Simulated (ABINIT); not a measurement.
BeS:

```
S Be
1.0
     0.00000    2.42500    2.42500
     2.42500    0.00000    2.42500
     2.42500    2.42500    0.00000
S Be
1 1
Cartesian
  3.6375 3.6375 3.6375
  0.0000 0.0000 0.0000
```

```yaml
Program: ABINIT 10.8.3 (patched build)
Task: single point
Functional: PBE
Potentials_or_basis: JTH PAW PBE v2.0
Cutoff: 544 eV
k_mesh: 9 × 9 × 9
Occupations: fermi-dirac, width 0.05 eV
Spin: no spin polarisation
```

On this cell: pressure 1.4 GPa; largest force zero by symmetry; band gap on the k mesh 3.20 eV, indirect (least direct gap 5.65 eV).

The same run follows on a disturbed copy (atoms moved at random, drawn with an rms of 0.05 Å):

```
S Be
1.0
     0.00000    2.42500    2.42500
     2.42500    0.00000    2.42500
     2.42500    2.42500    0.00000
S Be
1 1
Cartesian
  3.6188 3.6069 3.6718
  -0.0189 -0.0020 -0.0290
```

**Question.** What changes?

**Answer.** The energy moves by +10.1 meV/atom; pressure 1.7 GPa; largest force 0.583 eV/Å; band gap on the k mesh 2.97 eV, indirect (least direct gap 5.35 eV).

Forces on the atoms (eV/Å):
```
S    0.052  0.241 -0.529
Be  -0.052 -0.241  0.529
```

Stress tensor (GPa, compression positive):
```
 1.71  1.57 -0.71
 1.57  1.69 -0.19
-0.71 -0.19  1.55
```

Caveats: an odd mesh through Γ misses points on the zone boundary, where band edges often lie.
